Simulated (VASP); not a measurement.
# CaSe (Fm-3m) in VASP: notebook

Runs on CaSe. Level: PBE. Tasks: single point.

Program: VASP 6.6.1. These are calculated values, not measurements. Logs are shortened: lines on timing, memory, paths and dates and some standing lists are left out, and cuts for length are marked.

**Measured values to compare with.**

A printed reference work, monograph, original work of 1988 reports, for a bulk crystal of CaSe at 2 K: band gap 3.85 eV (indirect).

How close the calculation comes is told below.

### 1 The cell of the first run

The structure is cubic, space group Fm-3m (No. 225). Conventional cell: a = 5.961 Å, b = 5.961 Å, c = 5.961 Å, α = 90.00°, β = 90.00°, γ = 90.00°. Ca (site symmetry m-3m) has 6 Se at 2.98 Å within 3.9 Å. Within 3.9 Å of Se (site symmetry m-3m) lie 6 Ca at 2.98 Å.

### 2 Single point, PBE (volume scaled by 1.025)

INCAR

```
PREC = Accurate
ENCUT = 520
EDIFF = 1E-7
ISMEAR = -1
SIGMA = 0.01
LREAL = False
LASPH = True
NELM = 100
ALGO = Normal
ISIF = 2
LWAVE = False
LCHARG = False
GGA = PE
NBANDS = 15
```

KPOINTS

```
regular mesh
0
Gamma
  7 7 7
```

POSCAR

```
CaSe
1.0
    0.0000000000      2.9804308600      2.9804308600
    2.9804308600      0.0000000000      2.9804308600
    2.9804308600      2.9804308600      0.0000000000
Ca Se
1 1
Direct
    0.0000000000      0.0000000000      0.0000000000
    0.5000000000      0.5000000000      0.5000000000
```

Potentials or basis: VASP PAW PBE potentials, release 64 (Ca_sv, Se).

Command:

```sh
$ cat potpaw_PBE.64/Ca_sv/POTCAR potpaw_PBE.64/Se/POTCAR > POTCAR
$ mpirun -np 1 vasp_std > vasp.out
```

OUTCAR:

```text
PREC = Accurate
   ENCUT = 520
   EDIFF = 1E-7
   ISMEAR = -1
   LREAL = False
   LASPH = True
   NELM = 100
   ISIF = 2
   GGA = PE

 ion  position               nearest neighbor table
   1  0.000  0.000  0.000-   2 2.98   2 2.98   2 2.98   2 2.98   2 2.98   2 2.98
   2  0.500  0.500  0.500-   1 2.98   1 2.98   1 2.98   1 2.98   1 2.98   1 2.98

  LATTYP: Found a face centered cubic cell.
 ALAT       =     5.9608617200

  Lattice vectors:

 A1 = (   0.0000000000,   2.9804308600,   2.9804308600)
 A2 = (   2.9804308600,   0.0000000000,   2.9804308600)
 A3 = (   2.9804308600,   2.9804308600,   0.0000000000)

Analysis of symmetry for initial positions (statically):
=====================================================================
 Subroutine PRICEL returns:
 Original cell was already a primitive cell.

 Routine SETGRP: Setting up the symmetry group for a
 face centered cubic supercell.

 Subroutine GETGRP returns: Found 48 space group operations
 (whereof 48 operations were pure point group operations)
 out of a pool of 48 trial point group operations.

The static configuration has the point symmetry O_h .

Analysis of symmetry for dynamics (positions and initial velocities):
=====================================================================
 Subroutine PRICEL returns:
 Original cell was already a primitive cell.

 Routine SETGRP: Setting up the symmetry group for a
 face centered cubic supercell.

 Subroutine GETGRP returns: Found 48 space group operations
 (whereof 48 operations were pure point group operations)
 out of a pool of 48 trial point group operations.

The dynamic configuration has the point symmetry O_h .

 Subroutine INISYM returns: Found 48 space group operations
 (whereof 48 operations are pure point group operations),
 and found     1 'primitive' translations

----------------------------------------------------------------------------------------

                                     Primitive cell

  volume of cell :      52.9501

  direct lattice vectors                    reciprocal lattice vectors
     0.000000000  2.980430860  2.980430860    -0.167760979  0.167760979  0.167760979
     2.980430860  0.000000000  2.980430860     0.167760979 -0.167760979  0.167760979
     2.980430860  2.980430860  0.000000000     0.167760979  0.167760979 -0.167760979

  length of vectors
     4.214965744  4.214965744  4.214965744     0.290570540  0.290570540  0.290570540
[... 83 lines left out ...]
   ISYM   =      2    0-nonsym 1-usesym 2-fastsym
   POTIM  = 0.5000    time-step for ionic-motion
   TEBEG  =    0.0;   TEEND  =   0.0 temperature during run
   PSTRESS=    0.0 pullay stress
   NELECT =      16.0000    total number of electrons
   NUPDOWN=      -1.0000    fix difference up-down
   EMIN   =  10.00;   EMAX   =-10.00  energy-range for DOS
   EFERMI =   0.00;   METHOD = LEGACY
   ISMEAR =    -1;   SIGMA  =   0.01  broadening in eV -4-tet -1-fermi 0-gaus
   EFERMI_NEDOS =   21; number of points for ismear=-14 and -15
   IALGO  =     38    algorithm
   IMIX   =      4    mixing-type and parameters
     AMIX     =   0.40;   BMIX     =  1.00
     AMIX_MAG =   1.60;   BMIX_MAG =  1.00
  volume/ion in A,a.u.               =      26.48       178.66
  Fermi-wavevector in a.u.,A,eV,Ry     =   1.098565  2.075987 16.420125  1.206845
  Thomas-Fermi vector in A             =   2.234945
   LORBIT       =      0    0 simple, 1 ext, 2 COOP (PROOUT), +10 PAW based schemes
   GGA     = PE    functional components
   LHFCALC =     F    Hartree Fock is set to
   AEXX    =    0.0000 exact exchange contribution
   IVDW    =     0    specifies the selected vdW correction
   LEPSILON=     F    determine dielectric tensor
   LRPA    =     F    only Hartree local field effects (RPA)
 non-spin polarized calculation
  energy-cutoff  :      520.00
  volume of cell :       52.95
 maximum number of plane-waves:      1436
   NGX = 15   NGY = 15   NGZ = 15

 number of electron      15.9999996 magnetization

 Free energy of the ion-electron system (eV)
  ---------------------------------------------------
  ext. energy  EPLUGINS =         0.00000000
  ---------------------------------------------------
  free energy    TOTEN  =        -9.48574432 eV

  energy without entropy =       -9.48574432  energy(sigma->0) =       -9.48574432

 E-fermi :   2.6073     XC(G=0):  -9.0583

 val. band max:        2.2894318440   @ k =   0.0000   0.0000   0.0000
 cond. band min:       4.4263882325   @ k =   0.4286   0.4286   0.0000
 fundamental gap:      2.1369563885
 Fermi energy:         2.6072510515

 k-point     1 :       0.0000    0.0000    0.0000
  band No.  band energies     occupation
      1     -37.5310      2.00000
      2     -18.5207      2.00000
      3     -18.5207      2.00000
      4     -18.5207      2.00000
      5      -9.4306      2.00000
      6       2.2894      2.00000
      7       2.2894      2.00000
      8       2.2894      2.00000
      9       5.5086      0.00000
     10       6.0018      0.00000
     11       6.0018      0.00000
     12       6.0018      0.00000
     13       6.5482      0.00000
     14       6.5482      0.00000
[... 329 lines left out ...]
      2     -18.5766      2.00000
      3     -18.5758      2.00000
      4     -18.5477      2.00000
      5      -8.7955      2.00000
      6       0.2082      2.00000
      7       0.2593      2.00000
      8       0.9348      2.00000
      9       6.2576      0.00000
     10       7.1285      0.00000
     11       7.6638      0.00000
     12       8.0253      0.00000
     13       8.1905      0.00000
     14      10.0254      0.00000
     15      11.2828      0.00000

------------------------ aborting loop because EDIFF is reached ----------------------------------------

  FORCE on cell =-STRESS in cart. coord.  units (eV):
  Direction    XX          YY          ZZ          XY          YZ          ZX
  --------------------------------------------------------------------------------------
  -------------------------------------------------------------------------------------
  Total        0.0317184      0.0317184      0.0317184      0.0000000      0.0000000      0.0000000
  in kB        0.9597418      0.9597418      0.9597418      0.0000000      0.0000000      0.0000000
  external PRESSURE =       0.9597418 kB  Pullay stress =       0.0000000 kB

 VOLUME and BASIS-vectors are now :
 -----------------------------------------------------------------------------
  energy-cutoff  :      520.00
  volume of cell :       52.95
      direct lattice vectors                 reciprocal lattice vectors
     0.000000000  2.980430860  2.980430860    -0.167760979  0.167760979  0.167760979
     2.980430860  0.000000000  2.980430860     0.167760979 -0.167760979  0.167760979
     2.980430860  2.980430860  0.000000000     0.167760979  0.167760979 -0.167760979

 POSITION                                       TOTAL-FORCE (eV/Angst)
 -----------------------------------------------------------------------------------
      0.00000      0.00000      0.00000         0.000000     -0.000000     -0.000000
      2.98043      2.98043      2.98043        -0.000000      0.000000      0.000000
 -----------------------------------------------------------------------------------
    total drift:                                0.000000     -0.000000     -0.000000

  FREE ENERGIE OF THE ION-ELECTRON SYSTEM (eV)
  ---------------------------------------------------
  free  energy   TOTEN  =        -9.4857443246 eV

  energy  without entropy=       -9.4857443246  energy(sigma->0) =       -9.48574432
```

It took 11 s on 1 thread of Intel Xeon Platinum 8375C at 2.90GHz (Ice Lake), shared host; peak memory 0.17 GiB.

Results:

```yaml
Free_energy: -9.4857 eV
Pressure: 0.1 GPa
Band_gap_on_the_k_mesh: 2.14 eV, indirect (least direct gap 3.02 eV)
```

Levels at points of the mesh, in eV from the valence-band top:
| k point | band 5 | band 6 | band 7 | band 8 | band 9 | band 10 | band 11 | band 12 |
| --- | --- | --- | --- | --- | --- | --- | --- | --- |
| (0.00, 0.00, 0.00) | -11.72 | 0.00 | 0.00 | 0.00 | 3.22 | 3.71 | 3.71 | 3.71 |

Caveat: the cell differs from its parent crystal (volume scaled by 1.025). A k mesh can miss the band edges.

### 3 Single point, PBE (volume scaled by 1.05)

INCAR

```
SYSTEM = CaSe
  PREC = Accurate
  ENCUT = 520
  EDIFF = 1E-6
  ISMEAR = -1
  SIGMA = 0.01
  LREAL = .FALSE.
  LASPH = .TRUE.
  NELM = 60
  ALGO = Normal
  ISIF = 2
  LWAVE = .FALSE.
  LCHARG = .FALSE.
  GGA = PE
  NBANDS = 15
```

KPOINTS

```
Automatic mesh
0
G
  7 7 7
  0 0 0
```

POSCAR

```
CaSe
1.0
    0.0000000000      3.0044676307      3.0044676307
    3.0044676307      0.0000000000      3.0044676307
    3.0044676307      3.0044676307      0.0000000000
Ca Se
1 1
Direct
    0.0000000000      0.0000000000      0.0000000000
    0.5000000000      0.5000000000      0.5000000000
```

Potentials or basis: VASP PAW PBE potentials, release 64 (Ca_sv, Se).

Command:

```sh
$ cat potpaw_PBE.64/Ca_sv/POTCAR potpaw_PBE.64/Se/POTCAR > POTCAR
$ mpirun -np 1 vasp_std > vasp.out
```

Wall time 11 s (1 thread of Intel Xeon Platinum 8375C at 2.90GHz (Ice Lake), shared host); peak memory 0.18 GiB.

The run converged. Its results:

```
Free energy            : -9.4822 eV
Pressure               : -1.0 GPa
Band gap on the k mesh : 2.19 eV, indirect (least direct gap 3.05 eV)
```

Levels at points of the mesh, in eV from the valence-band top:
| k point | band 5 | band 6 | band 7 | band 8 | band 9 | band 10 | band 11 | band 12 |
| --- | --- | --- | --- | --- | --- | --- | --- | --- |
| (0.00, 0.00, 0.00) | -11.64 | 0.00 | 0.00 | 0.00 | 3.09 | 3.72 | 3.72 | 3.72 |

Caveat: the cell differs from its parent crystal (volume scaled by 1.05). A k mesh can miss the band edges.

### 4 Single point, PBE

This run uses another cell than the first one, of 25.83 Å³/atom, 0.976 times its volume.

INCAR

```
  PREC = Accurate
  ENCUT = 520
  EDIFF = 1E-7
  ISMEAR = -1
  SIGMA = 0.01
  LREAL = F
  LASPH = T
  NELM = 80
  ALGO = Normal
  ISIF = 2
  LWAVE = F
  LCHARG = F
  GGA = PE
  NBANDS = 15
```

KPOINTS

```
regular mesh
0
Gamma
  7 7 7
```

POSCAR

```
CaSe
1.0
    0.0000000000      2.9560000000      2.9560000000
    2.9560000000      0.0000000000      2.9560000000
    2.9560000000      2.9560000000      0.0000000000
Ca Se
1 1
Direct
    0.0000000000      0.0000000000      0.0000000000
    0.5000000000      0.5000000000      0.5000000000
```

Command:

```sh
$ cat potpaw_PBE.64/Ca_sv/POTCAR potpaw_PBE.64/Se/POTCAR > POTCAR
$ mpirun -np 1 vasp_std > vasp.out
```

It took 16 s on 1 thread of Intel Xeon Platinum 8259CL at 2.50GHz (Skylake/Cascade Lake), shared host; peak memory 0.18 GiB.

The run converged. Its results:

* Free energy: -9.4798 eV
* Pressure: 1.3 GPa
* Band gap on the k mesh: 2.08 eV, indirect (least direct gap 2.99 eV)

Levels at points of the mesh, in eV from the valence-band top:
| k point | band 6 | band 7 | band 8 | band 9 | band 10 | band 11 |
| --- | --- | --- | --- | --- | --- | --- |
| (0.00, 0.00, 0.00) | 0.00 | 0.00 | 0.00 | 3.35 | 3.71 | 3.71 |

### 5 Summary

```csv
cell,gap on the mesh (eV),pressure (GPa)
"a = 4.215 Å, angles 60.0°, 2 atoms",2.14,0.1
"a = 4.249 Å, angles 60.0°, 2 atoms",2.19,-1.0
"a = 4.180 Å, angles 60.0°, 2 atoms",2.08,1.3
```

Alike in all rows: task single point; level PBE; potentials or basis VASP PAW PBE potentials, release 64 (Ca_sv, Se); no spin polarisation; k mesh 7 × 7 × 7; cutoff (eV) 520; smearing fermi-dirac 0.01 eV.

Total energies depend on the potentials used, so only differences within one code and one set of settings carry meaning.

### 6 How close it comes

Step 4. A measured gap of CaSe is 3.85 eV (indirect; 2 K; a printed reference work, monograph, original work of 1988); the calculated 2.08 eV misses it by -1.77 eV. Spin-orbit coupling on Se is left out. The value is that of PBE on a finite k mesh, which can miss the band edges, without temperature or zero-point motion. Semilocal functionals fall short of measured gaps as a rule.
